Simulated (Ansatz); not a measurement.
An ordered 8-atom cell of AlGa3As4 on the zincblende lattice: a field-response calculation (clamped ions) in the PAW code Ansatz (r2SCAN). The cell was relaxed beforehand with r2SCAN.

```yaml
crystal:
  lattice:
    - [5.6700339051, 0.0, 0.0]
    - [0.0, 5.6700339051, 0.0]
    - [0.0, 0.0, 5.6700339051]
  atoms:
    - { symbol: Al, position: [0.0, 0.0, 0.0] }
    - { symbol: As, position: [0.2497401046, 0.2497401046, 0.2497401046] }
    - { symbol: Ga, position: [0.5, 0.5, 0.0] }
    - { symbol: As, position: [0.7502598954, 0.7502598954, 0.2497401046] }
    - { symbol: Ga, position: [0.5, 0.0, 0.5] }
    - { symbol: As, position: [0.7502598954, 0.2497401046, 0.7502598954] }
    - { symbol: Ga, position: [0.0, 0.5, 0.5] }
    - { symbol: As, position: [0.2497401046, 0.7502598954, 0.7502598954] }
kpoints:
  mp_grid: { grid: [4, 4, 4] }
hamiltonian:
  xc: r2scan
scf:
  occupations: { method: fixed }
dielectric: {}
```

Some lines of the output have been replaced by numbered gaps.
```
Pseudopotential: Al, paw, valence charge 3, recommended cutoff 500 eV (meta_gga)
Pseudopotential: As, paw, valence charge 15, recommended cutoff 500 eV (meta_gga)
Pseudopotential: Ga, paw, valence charge 13, recommended cutoff 500 eV (meta_gga)
Functional definition: r2SCAN
Crystal: 8 atoms, lattice volume = 182.288 Å³
[1]
Bands: 62, of which v1, the nominal top of the filled ones, is band 51 counted from 1 (50 counted from 0)
[2]
SCF 1 converged in 10 iterations: F = -31373.478832 eV  dr2 = 2.34e-11
SCF 1 converged in 6 iterations: F = -31372.817702 eV  dr2 = 1.40e-8
Free energy (F): -31373.478832 eV
Fermi energy:    7.377882 eV
--- Dielectric response (ions clamped): 3 representative field directions + reference, inside a basis on a mesh of 512 k-points ---
  ε∞ (high-frequency dielectric tensor):
[3]
  Born effective charges Z* (e; rows j = field, columns β = displacement):
    site 0:
[4]
    site 1:
[5]
    site 2:
[6]
    site 3:
[7]
    site 4:
[8]
    site 5:
[9]
    site 6:
[10]
    site 7:
[11]
  ε∞ is read to err by 7.8e-2, Z* by 2.7e-2 e
```

Question: Fill in the blanks. They hold ε∞ (with the ionic part, where printed), the Born charges, the symmetry found, cutoff and plane waves at Γ.

Answer:
```
[1]
Basis set: ecut = 500 eV, 4625 PW (Γ)
[2]
Symmetry: 24 space group operations
[3]
       10.631114     0.000000     0.000000
        0.000000    10.631114     0.000000
        0.000000     0.000000    10.631114
[4]
         2.01585    0.00000    0.00000
         0.00000    2.01585    0.00000
         0.00000    0.00000    2.01585
[5]
        -2.15596    0.01501    0.01501
         0.01501   -2.15596    0.01501
         0.01501    0.01501   -2.15596
[6]
         2.17629    0.00000    0.00000
         0.00000    2.17629    0.00000
         0.00000    0.00000    2.25541
[7]
        -2.15596    0.01501   -0.01501
         0.01501   -2.15596   -0.01501
        -0.01501   -0.01501   -2.15596
[8]
         2.17629    0.00000    0.00000
         0.00000    2.25541    0.00000
         0.00000    0.00000    2.17629
[9]
        -2.15596   -0.01501    0.01501
        -0.01501   -2.15596   -0.01501
         0.01501   -0.01501   -2.15596
[10]
         2.25541    0.00000    0.00000
         0.00000    2.17629    0.00000
         0.00000    0.00000    2.17629
[11]
        -2.15596   -0.01501   -0.01501
        -0.01501   -2.15596    0.01501
        -0.01501    0.01501   -2.15596
```

The electronic dielectric tensor ε∞ is 10.63 in all directions. Born charges, averaged over directions: Al +2.02, As -2.16, Ga +2.20 e. The program notes that the ground state's band table doesn't vouch for all the bands that the response reads.

It took 71 s on 1 × NVIDIA H100 80GB HBM3 with 2 threads of AMD EPYC 7R13 Processor (Zen 3), with other jobs on the host, load about 0.8 per core; peak host memory 3.6 GiB.

No spin polarisation. The prototype was imposed, so other structures may be more stable.

The runs are scalar-relativistic, without spin-orbit coupling.
